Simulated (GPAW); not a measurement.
Crystal: CuO.

```
Cu O
1.0
     2.83633    0.00000    0.00000
    -1.41816    2.45633    0.00000
     0.00000    0.00000    2.76811
Cu O
1 1
Direct
  0.00000 0.00000 0.00000
  0.66667 0.33333 0.50000
```

Measurements of this composition are mostly on another form, of space group No. 15.

Base run:

- Program: GPAW 26.7.0
- Functional: PBE
- Potentials or basis: GPAW PAW data sets (gpaw-data 1.2.1)
- Cutoff: 800 eV
- Basis: pw
- k mesh: 8 × 8 × 7
- Occupations: fermi-dirac, width 0.05 eV
- Spin: no spin polarisation

Its results: pressure 0.7 GPa.

**Question.** The run is repeated on the same cell with these changes: functional from PBE to SCAN. What comes out?

**Answer.** Pressure -7.2 GPa.

Caveats: an odd number of electrons without spin polarisation forces a metal; a magnetic or distorted state may lie lower; the run has no spin polarisation, though such a crystal can be magnetic; the PAW data sets were made with another functional, which shifts forces and pressure a little (some runs).

Not every run made on this cell is shown here.
